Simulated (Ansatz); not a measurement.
# armchair graphene nanoribbon (N = 5, H/H2 edges): bands by functional and under strain, part 2 of 3

Aim: is the armchair graphene nanoribbon (N = 5, H/H2 edges) a metal or a semiconductor?

Ansatz 0.2.0; DFT PBE, plane waves, PAW; relaxation of a wire's period (the session's first sound run).

So far. Step 2 (Relaxing the period): The cell's length comes to 4.320 Å with no moment.

## (3) The wire at its relaxed period

This step: DFT PBE, plane waves, PAW; channels and complex bands of a perfect wire (Ansatz 0.2.0).

At the relaxed period the Bloch states of the perfect wire are found at each energy: those that move forward count the open channels, and those that decay describe how a disturbance dies away inside the wire itself. An energy step of 0.035 eV is under the 0.039 eV that the program asks for its thermal average at 300 K.

input.yaml reads:

```yaml
crystal:
  lattice:
    - [13.417, 0.0, 0.0]
    - [0.0, 8.76, 0.0]
    - [0.0, 0.0, 4.3197971072]
  atoms:
    - { symbol: C, position: [0.328939637, 0.5, 0.008166211] }
    - { symbol: C, position: [0.510587604, 0.5, 0.998780889] }
    - { symbol: C, position: [0.700666424, 0.5, 0.989444107] }
    - { symbol: C, position: [0.328939637, 0.5, 0.325167122] }
    - { symbol: C, position: [0.510587604, 0.5, 0.334552444] }
    - { symbol: C, position: [0.700666424, 0.5, 0.343889226] }
    - { symbol: H, position: [0.743688078, 0.59911825, 0.426697765] }
    - { symbol: H, position: [0.743688078, 0.40088175, 0.426697765] }
    - { symbol: H, position: [0.257469938, 0.5, 0.444177023] }
    - { symbol: C, position: [0.418926535, 0.5, 0.499542716] }
    - { symbol: C, position: [0.601414427, 0.5, 0.505738833] }
    - { symbol: C, position: [0.418926535, 0.5, 0.833790617] }
    - { symbol: C, position: [0.601414427, 0.5, 0.8275945] }
    - { symbol: H, position: [0.257469938, 0.5, 0.88915631] }
    - { symbol: H, position: [0.743688078, 0.59911825, 0.906635568] }
    - { symbol: H, position: [0.743688078, 0.40088175, 0.906635568] }
kpoints:
  mp_grid: { grid: [1, 1, 19] }
  band_path: { path: ["Γ", Z], npoints: 50 }
scf:
  occupations: { method: fermi_dirac, width: 0.05 }
hamiltonian:
  xc: pbe
output:
  transmission:
    e_range: [-2, 2]
    de: 0.035
    kmesh: [1, 1]
    reduced_basis: true
    leads: [[0, 0]]
  dos: { e_range: [-5, 4] }
  write_potential: true
  write_density: true
  volumetric_format: npy
  elf: true
```

Command:

```console
ansatz run input.yaml --threads 8 --pin off --max-ram 16384MiB --backend cpu --events-out ev --progress --plain --runs-dir out
```

Numbers of over 12 decimals in the logs are rounded to 6 here.

Log:

```text
[...]
Crystal: 16 atoms, lattice volume = 507.718 Å³
Basis set: ecut = 420 eV, 9987 PW (Γ)
Bands: 39, of which v1, the nominal top of the filled ones, is band 23 counted from 1 (22 counted from 0)
Symmetry: 4 space group operations
[...]
k-points: 10 of 19
[...]
SCF iter   1: F=—  HF=-2604.884217 eV  |F-HF|=—  |Δ(HF+E_count)|=         —  Δρ=3.02e-3  dr2=1.39e-1  ethr=1.77e-3  ⟨swp⟩=8.0  Hψ=2231  notcnv=0  defer=42
[...]
SCF iter   8: F=-2604.845052 eV  HF=-2604.845052 eV  |F-HF|=3.67e-8  |Δ(HF+E_count)|=   3.59e-7  Δρ=3.37e-6  dr2=2.96e-8  ethr=2.17e-10  ⟨swp⟩=19.1  Hψ=2697  notcnv=0
SCF 1 converged in 8 iterations: F = -2604.845052 eV  dr2 = 2.96e-8
[...]
NSCF: frozen V_eff on 51 k-points
transmission: 6 of 36 steps passed
transmission: 12 of 36 steps passed
[...]
transmission: 36 of 36 steps passed
WARN: The output density's exchange-correlation potential varies sharply where the density is thin. Do not read a vacuum level from v_tot or v_xc, or from such a field of the output density. On a cell that repeats whose density bears no net charge and no dipole along the vacuum's axis use v_es (v_loc + v_h of the components); under efield.dipole_correction with no amplitude use v_es + v_field, which holds any externa [...]
Second SCF, for the conductance: iteration 1, dr2 6.183e-8 eV
Second SCF, for the conductance: iteration 2, dr2 1.826e-8 eV
Second SCF, for the conductance: iteration 3, dr2 4.193e-9 eV
transmission: 6 of 36 steps passed
transmission: 12 of 36 steps passed
[...]
transmission: 36 of 36 steps passed
SCF converged after 8 iterations
Free energy (F): -2604.845052 eV
[...]
Internal energy: -2604.845052 eV  (E = F + TS)
E sigma→0 (E₀):  -2604.845052 eV
Fermi energy:    -1.439478 eV
[...]
--- Band table (eV; the first three rows and the last of 10) ---
  k-point 0: bands = [... 19 lower, -5.3488, -4.8105, -2.8778, -2.6197, -0.2976, -0.1470, 0.7627, 1.5372, ... 12 higher]
  k-point 1: bands = [... 19 lower, -5.3626, -4.8463, -3.0013, -2.6376, -0.1649, -0.1363, 0.7836, 1.5591, ... 12 higher]
  k-point 2: bands = [... 19 lower, -5.4154, -4.9504, -3.3080, -2.6984, -0.1092, 0.1819, 0.8465, 1.6247, ... 12 higher]
  k-point 9: bands = [... 19 lower, -6.5173, -6.0730, -4.5425, -3.9262, 1.0074, 1.2915, 2.4299, 2.8345, ... 12 higher]
--- Transmission ---
  basis      : 1029 plane waves across, 6 finite elements along
  points     : 1, standing for a mesh of 1 x 1
  filling    : by a second SCF (3 iterations) under fermi_dirac of width 0.025852 eV on a mesh of 1 x 1 x 38, whose Fermi level is -1.445769 eV
  energies   : 115 from -2.000000 to 1.990000 eV about the Fermi level, 0.035000 eV apart; the leads are filled to 0.000000 eV, and channels, transmission and decay are at -0.005000 eV
  crystal 0  : C10H6, at the sites [0, 0], period 4.3198 Å: whole cells are its period
    offset         : up to 0.0000 Å between an atom of the period and one for which it stands
    filled         : 0.9 meV over the level at which it is neutral
    channels       : 0.000000e0 a spin
    conductance    : 4.7371e-6 S/m² at 300 K; may be off by some 0.4 % by where its bands' edges are placed, 1.6 % from the distance to neutral
    slowest decay  : 0.1660 /Å at (0.0000, 0.0000)
```

Wall time 3.9 min (8 threads of Arm Neoverse V1, shared host); peak memory 2.3 GiB; 23 min of CPU time.

Numbers from this step:

- channels at the energy nearest the Fermi level, one spin: 0
- conductance of the lead as this run defines it: 7.19e-20 G₀
- slowest decay in the lead at the energy nearest the Fermi level: 0.166 Å⁻¹
- band gap: 2.322 eV

Table of open channels of the lead, one spin by energy, zero at the Fermi level:

energy (eV), open channels of the lead, one spin and a bar:
```
   -2.000       2.00 ##############################
   -1.895       2.00 ##############################
   -1.790       2.00 ##############################
   -1.685       2.00 ##############################
   -1.615       2.00 ##############################
   -1.510       2.00 ##############################
   -1.405       1.00 ###############
   -1.300       1.00 ###############
   -1.195       1.00 ###############
   -1.090       0.00 
   -0.985       0.00 
   -0.915       0.00 
   -0.810       0.00 
   -0.705       0.00 
   -0.600       0.00 
   -0.495       0.00 
   -0.390       0.00 
   -0.285       0.00 
   -0.215       0.00 
   -0.110       0.00 
   -0.005       0.00 
    0.100       0.00 
    0.205       0.00 
    0.310       0.00 
    0.415       0.00 
    0.485       0.00 
    0.590       0.00 
    0.695       0.00 
    0.800       0.00 
    0.905       0.00 
    1.010       0.00 
    1.115       0.00 
    1.185       1.00 ###############
    1.290       1.00 ###############
    1.395       2.00 ##############################
    1.500       2.00 ##############################
    1.605       2.00 ##############################
    1.710       2.00 ##############################
    1.815       2.00 ##############################
    1.885       2.00 ##############################
```

The slowest values at each energy, most degenerate partners merged, listed up to 1.5 1/Å. Table of Im kz of the slowest decaying states by energy, zero at the Fermi level:

```tsv
energy (eV)	decay 1 (Å⁻¹)	decay 2 (Å⁻¹)	decay 3 (Å⁻¹)	decay 4 (Å⁻¹)
-2.0000	0.407	0.437	0.483	0.500
-1.7550	0.431	0.452	0.486	0.507
-1.5100	0.451	0.464	0.484	0.512
-1.2650	0.0813	0.468	0.475	0.477
-0.9850	0.134	0.225	0.454	0.483
-0.7400	0.152	0.390	0.494	0.495
-0.4950	0.163	0.421	0.501	0.504
-0.2500	0.167	0.440	0.506	0.512
-0.0050	0.166	0.447	0.511	0.517
0.2400	0.159	0.442	0.514	0.521
0.4850	0.144	0.427	0.516	0.521
0.7650	0.117	0.395	0.518	0.518
1.0100	0.0737	0.348	0.515	0.518
1.2550	0.189	0.312	0.505	0.511
1.5000	0.414	0.447	0.506	0.513
1.7450	0.361	0.448	0.496	0.501
```

Electronic bands along the path, in eV, zero at the Fermi level:

```tsv
point	band 20	band 21	band 22	band 23	band 24	band 25	band 26	band 27
Γ	-3.91	-3.37	-1.44	-1.18	1.14	1.29	2.20	2.98
halfway	-4.07	-3.78	-3.02	-1.65	1.56	2.67	2.99	3.46
Z	-5.01	-4.71	-3.08	-2.51	2.58	2.60	4.00	4.13
```

Electrostatic potential energy in the ca plane at fractional y = 0.500, with atoms of C and H within 0.2 Å of it. With pseudopotentials it is smooth inside the atoms' cores, unlike the true potential.

Ten even steps from '0' (-75 eV) to '9' (2 eV), each cell a mean:
```
99999999999999
99999999999999
99999999999999
99999999999999
99999999999999
89998899999998
14762148999962
14762248999862
88998754686446
89999610263004
57876556787655
02640048999851
46875567898765
89998610364014
78987643576335
13641258999862
24752258999973
89998636999745
99999988999988
99999999999999
99999999999999
99999999999999
99999999999999
99999999999999
```
Columns run along c (4.3 Å; values clipped at the 3rd and 97th percentile), rows up along a (13.4 Å). Atoms in or near the plane, at fractional coordinates: C at (0.01, 0.33), C at (0.00, 0.51), C at (0.99, 0.70), C at (0.33, 0.33), C at (0.33, 0.51), C at (0.34, 0.70), H at (0.44, 0.26), C at (0.50, 0.42), C at (0.51, 0.60), C at (0.83, 0.42), C at (0.83, 0.60), H at (0.89, 0.26).

ELF in the ca plane at fractional y = 0.500, with atoms of C and H within 0.2 Å of it. It is the smooth field of the valence electrons, not physical close to the nuclei.

Ten even steps from '0' (0.00 × 1e-1) to '9' (9.96 × 1e-1), each cell a mean:
```
00000000000000
00000000000000
00000000000000
00000000000000
10001221000122
43334554101355
25873354201453
36873466312564
74336885565578
52014641586126
65556886444588
15971255201463
65655787434688
52014641587236
64335874576468
25862476312575
45763587302686
85247999604999
82016999503999
30002785100477
00000110000011
00000000000000
00000000000000
00000000000000
```
Columns run along c (4.3 Å), rows up along a (13.4 Å). Atoms in or near the plane, at fractional coordinates: C at (0.01, 0.33), C at (0.00, 0.51), C at (0.99, 0.70), C at (0.33, 0.33), C at (0.33, 0.51), C at (0.34, 0.70), H at (0.44, 0.26), C at (0.50, 0.42), C at (0.51, 0.60), C at (0.83, 0.42), C at (0.83, 0.60), H at (0.89, 0.26).

Valence density in the ca plane at fractional y = 0.500, with atoms of C and H within 0.2 Å of it. It is the smooth field of the valence electrons, not physical close to the nuclei.

Ten even steps from '_' (0.0 e/Å³) to '@' (2.0 e/Å³), each cell a mean:
```
____________________________
____________________________
____________________________
____________________________
____________________________
::......::::::..______..::::
%%##****##%%**::..____::++%%
%%##**##%%@@##==......--**@@
==::..::--**%%##**++++##%%##
--..__..::**@@@@@@@@@@@@@@##
**==--==**%%@@**==--==**@@@@
@@@@%%@@@@@@%%--..__..::**@@
##++====**@@@@**--::--++%%@@
--......--**@@@@@@%%%%@@@@%%
++--::::==%%@@%%**++**##@@@@
@@%%%%%%@@@@%%==::....--**@@
%%%%##%%%%@@##--..____::**@@
==::..::--##@@==..____--%%%%
__________..::..________....
____________________________
____________________________
____________________________
____________________________
____________________________
```
Columns run along c (4.3 Å), rows up along a (13.4 Å). Atoms in or near the plane, at fractional coordinates: C at (0.01, 0.33), C at (0.00, 0.51), C at (0.99, 0.70), C at (0.33, 0.33), C at (0.33, 0.51), C at (0.34, 0.70), H at (0.44, 0.26), C at (0.50, 0.42), C at (0.51, 0.60), C at (0.83, 0.42), C at (0.83, 0.60), H at (0.89, 0.26).

By hand: a barrier of this wire, of length L, would pass T ∝ exp(−2κL) at this energy; with κ = 0.166 Å⁻¹ one decade takes ln 10 / (2κ) = 6.94 Å.

At the computed energy nearest the Fermi level there are 0 channels a spin, and the thermal average gives 7.2e-20 G₀; the gap is 2.32 eV.

## (4) Another level of theory, level LDA, cutoff 420 eV

This step: DFT LDA, plane waves, PAW; bands of a perfect wire at the PBE geometry (Ansatz 0.2.0).

The atoms stay at the PBE geometry and the functional changes. At fixed atoms LDA and the gradient-corrected functionals usually give like bands; this run checks that. Against the first PBE run of this kind, the mesh along the wire has 14 points against 19.

input.yaml: that of step 3 with these lines changed.

```diff
@@ -23,3 +23,3 @@
 kpoints:
-  mp_grid: { grid: [1, 1, 19] }
+  mp_grid: { grid: [1, 1, 14] }
   band_path: { path: ["Γ", Z], npoints: 50 }
@@ -28,14 +28,2 @@
 hamiltonian:
-  xc: pbe
-output:
-  transmission:
-    e_range: [-2, 2]
-    de: 0.035
-    kmesh: [1, 1]
-    reduced_basis: true
-    leads: [[0, 0]]
-  dos: { e_range: [-5, 4] }
-  write_potential: true
-  write_density: true
-  volumetric_format: npy
-  elf: true
+  xc: lda
```

Log:

```text
[...]
Crystal: 16 atoms, lattice volume = 507.718 Å³
Basis set: ecut = 420 eV, 9987 PW (Γ)
Bands: 39, of which v1, the nominal top of the filled ones, is band 23 counted from 1 (22 counted from 0)
Symmetry: 4 space group operations
[...]
k-points: 8 of 14
[...]
SCF iter   1: F=—  HF=-2522.938081 eV  |F-HF|=—  |Δ(HF+E_count)|=         —  Δρ=4.61e-3  dr2=1.85e-1  ethr=1.77e-3  ⟨swp⟩=8.1  Hψ=1802  notcnv=0  defer=42
[...]
SCF iter   8: F=-2522.891486 eV  HF=-2522.891486 eV  |F-HF|=3.20e-8  |Δ(HF+E_count)|=   6.06e-7  Δρ=3.22e-6  dr2=5.99e-8  ethr=2.17e-10  ⟨swp⟩=18.6  Hψ=2120  notcnv=0
SCF 1 converged in 8 iterations: F = -2522.891486 eV  dr2 = 5.99e-8
[...]
SCF converged after 8 iterations
Free energy (F): -2522.891486 eV
[...]
Internal energy: -2522.891486 eV  (E = F + TS)
E sigma→0 (E₀):  -2522.891486 eV
Fermi energy:    -1.677717 eV
[...]
--- Band table (eV; the first three rows and the last of 8) ---
  k-point 0: bands = [... 19 lower, -5.5572, -4.9694, -3.0901, -2.8438, -0.5466, -0.3684, 0.6956, 1.4849, ... 12 higher]
  k-point 1: bands = [... 19 lower, -5.5792, -5.0361, -3.3105, -2.8741, -0.3569, -0.3040, 0.7340, 1.5254, ... 12 higher]
  k-point 2: bands = [... 19 lower, -5.6758, -5.2253, -3.8038, -2.9817, -0.3071, 0.2596, 0.8492, 1.6460, ... 12 higher]
  k-point 7: bands = [... 19 lower, -6.6848, -6.3570, -4.7408, -4.1351, 0.8782, 0.8871, 2.4644, 2.6186, ... 12 higher]
```

The job ended after 11 s (8 threads; peak memory 1.4 GiB).

This step gave:

```
band gap : 2.297 eV
```

Electronic bands along the path, in eV, zero at the Fermi level:

```tsv
point	band 20	band 21	band 22	band 23	band 24	band 25	band 26	band 27
Γ	-3.88	-3.29	-1.41	-1.17	1.13	1.31	2.37	3.16
halfway	-4.00	-3.75	-3.00	-1.61	1.55	2.84	2.99	3.65
Z	-5.01	-4.68	-3.06	-2.46	2.56	2.56	4.14	4.30
```

The gap is 2.30 eV, against 2.32 eV under PBE at the relaxed period.

## (5) Levels at the same atoms, level PBEsol, cutoff 420 eV

This step: DFT PBEsol, plane waves, PAW; bands of a perfect wire at the PBE geometry (Ansatz 0.2.0).

The atoms stay at the PBE geometry and the functional changes. At fixed atoms LDA and the gradient-corrected functionals usually give like bands; this run checks that. Against the first PBE run of this kind, the mesh along the wire has 14 points against 19.

input.yaml: that of step 4 with these lines changed.

```diff
@@ -28,2 +28,2 @@
 hamiltonian:
-  xc: lda
+  xc: pbesol
```

Log:

```text
[...]
Crystal: 16 atoms, lattice volume = 507.718 Å³
Basis set: ecut = 420 eV, 9987 PW (Γ)
Bands: 39, of which v1, the nominal top of the filled ones, is band 23 counted from 1 (22 counted from 0)
Symmetry: 4 space group operations
[...]
k-points: 8 of 14
[...]
--- Band table (eV; the first three rows and the last of 8) ---
  k-point 0: bands = [... 19 lower, -5.3480, -4.7855, -2.9051, -2.6509, -0.3393, -0.1715, 0.8258, 1.6018, ... 12 higher]
  k-point 1: bands = [... 19 lower, -5.3728, -4.8520, -3.1251, -2.6831, -0.1575, -0.0969, 0.8644, 1.6424, ... 12 higher]
  k-point 2: bands = [... 19 lower, -5.4817, -5.0409, -3.6186, -2.7948, -0.1025, 0.4684, 0.9804, 1.7632, ... 12 higher]
  k-point 7: bands = [... 19 lower, -6.5010, -6.1791, -4.5560, -3.9626, 1.0970, 1.1196, 2.6202, 2.7599, ... 12 higher]
[key lines of the parts left out:]
SCF converged after 8 iterations
Free energy (F): -2560.794341 eV
Fermi energy:    -1.478591 eV
```

It took 11 s on 8 threads; peak memory 1.4 GiB; 84 s of CPU time.

The gap is 2.31 eV, against 2.32 eV under PBE at the relaxed period.

## (6) Another level of theory, level r2SCAN, cutoff 500 eV

This step: DFT r2SCAN, plane waves, PAW; bands of a perfect wire at the PBE geometry (Ansatz 0.2.0).

The atoms stay at the PBE geometry and the functional changes. r2SCAN also reads the kinetic-energy density; it often gives larger moments and wider gaps than PBE, at a higher cost. Against the first PBE run of this kind, the cutoff is 500 eV against 420 and the mesh along the wire has 14 points against 19.

input.yaml: that of step 5 with these lines changed.

```diff
@@ -28,2 +28,2 @@
 hamiltonian:
-  xc: pbesol
+  xc: r2scan
```

Log:

```text
[...]
Crystal: 16 atoms, lattice volume = 507.718 Å³
Basis set: ecut = 500 eV, 12873 PW (Γ), exchange–correlation on 400×256×128 points (64 copies of the dense FFT grid, shifted against one another)
Bands: 39, of which v1, the nominal top of the filled ones, is band 23 counted from 1 (22 counted from 0)
Symmetry: 4 space group operations
[...]
k-points: 8 of 14
[...]
--- Band table (eV; the first three rows and the last of 8) ---
  k-point 0: bands = [... 19 lower, -5.6050, -5.0577, -2.9810, -2.7005, -0.2182, -0.0684, 1.2624, 2.0360, ... 12 higher]
  k-point 1: bands = [... 19 lower, -5.6363, -5.1259, -3.2115, -2.7387, -0.0493, 0.0375, 1.3018, 2.0774, ... 12 higher]
  k-point 2: bands = [... 19 lower, -5.7297, -5.3196, -3.7310, -2.8657, 0.0190, 0.6380, 1.4201, 2.2007, ... 12 higher]
  k-point 7: bands = [... 19 lower, -6.7683, -6.4395, -4.7308, -4.1277, 1.3160, 1.3490, 3.1047, 3.2334, ... 12 higher]
[key lines of the parts left out:]
SCF converged after 8 iterations
Free energy (F): -2612.250180 eV
Fermi energy:    -1.445368 eV
```

Wall time 20 s (8 threads); peak memory 2.3 GiB; 2.5 min of CPU time.

The electronic bands at the labelled points (eV, zero at the Fermi level):

```tsv
point	band 20	band 21	band 22	band 23	band 24	band 25	band 26	band 27
Γ	-4.16	-3.61	-1.54	-1.26	1.23	1.38	2.71	3.48
halfway	-4.34	-4.02	-3.21	-1.76	1.68	3.19	3.21	3.98
Z	-5.32	-4.99	-3.29	-2.68	2.76	2.79	4.55	4.68
```

The gap is 2.48 eV, against 2.32 eV under PBE at the relaxed period.

## (7) Levels at the same atoms, level HSE06, cutoff 420 eV

This step: DFT HSE06, plane waves, PAW; levels of a perfect wire at the PBE geometry (Ansatz 0.2.0).

The atoms stay at the PBE geometry and the functional changes. HSE06 mixes in a quarter of short-range exact exchange, which removes part of the self-interaction that closes gaps; it is dear, so the mesh is thinner and no path is run. Against the first PBE run of this kind, the mesh along the wire has 7 points against 19.

input.yaml: that of step 6 with these lines changed.

```diff
@@ -23,4 +23,3 @@
 kpoints:
-  mp_grid: { grid: [1, 1, 14] }
-  band_path: { path: ["Γ", Z], npoints: 50 }
+  mp_grid: { grid: [1, 1, 7] }
 scf:
@@ -28,2 +27,2 @@
 hamiltonian:
-  xc: r2scan
+  xc: hse06
```

Log:

```text
exact exchange: scf.exx.singularity resolves to wigner_seitz, which cuts the screened interaction at the faces of the exchange supercell's Wigner-Seitz cell, so that each pair interacts once, at the shortest of its separations (the periodic images that this leaves out come, for a point-like exchange hole, to about 0.008 eV on a filled level). The cut falls within the interaction's reach, and what an exchange supercel [...]
[...]
Crystal: 16 atoms, lattice volume = 507.718 Å³
[...]
E sigma→0 (E₀):  -2605.108069 eV
Fermi energy:    -1.498366 eV
[...]
--- Band table (eV) ---
  k-point 0: bands = [... 19 lower, -6.3691, -5.7923, -3.2545, -2.9782, -0.0198]
  k-point 1: bands = [... 19 lower, -6.3004, -6.0569, -4.0668, -3.1718, 0.2789]
  k-point 2: bands = [... 19 lower, -6.7225, -5.9080, -5.4133, -3.7229, 0.6167]
  k-point 3: bands = [... 19 lower, -7.5222, -6.6572, -5.3594, -4.4064, 1.2399]
  guard bands above this table: 15 of the run's 39 bands. The solve was not asked for them (output.publish_guard_bands: true or output.eigenvalues: true publishes all)
[key lines of the parts left out:]
Free energy (F): -2605.108069 eV
```

The job ended after 21 s (8 threads; peak memory 4.2 GiB; 2.5 min of CPU time).

The gap is 2.96 eV, against 2.32 eV under PBE at the relaxed period.

## (8) Side by side

Times are for 8 threads of Arm Neoverse V1, shared host. The series side by side:

```tsv
no.	level	band gap (eV)	time	memory (GiB)
1	LDA	2.297	11 s	1.4
2	PBEsol	2.312	11 s	1.4
3	r2SCAN	2.482	20 s	2.3
4	HSE06	2.958	21 s	4.2
```

(Continued in part 3 of 3.)

[Logs are printed without paths, hosts, clocks, repeated set-up lines and the standing remarks that a program may print on its own settings, such as how far it seeks lower states.]

[Hosts, paths, dates, database ids (printed as entryN), source tags and the programs' standing remarks are cut or masked in the printed files.]
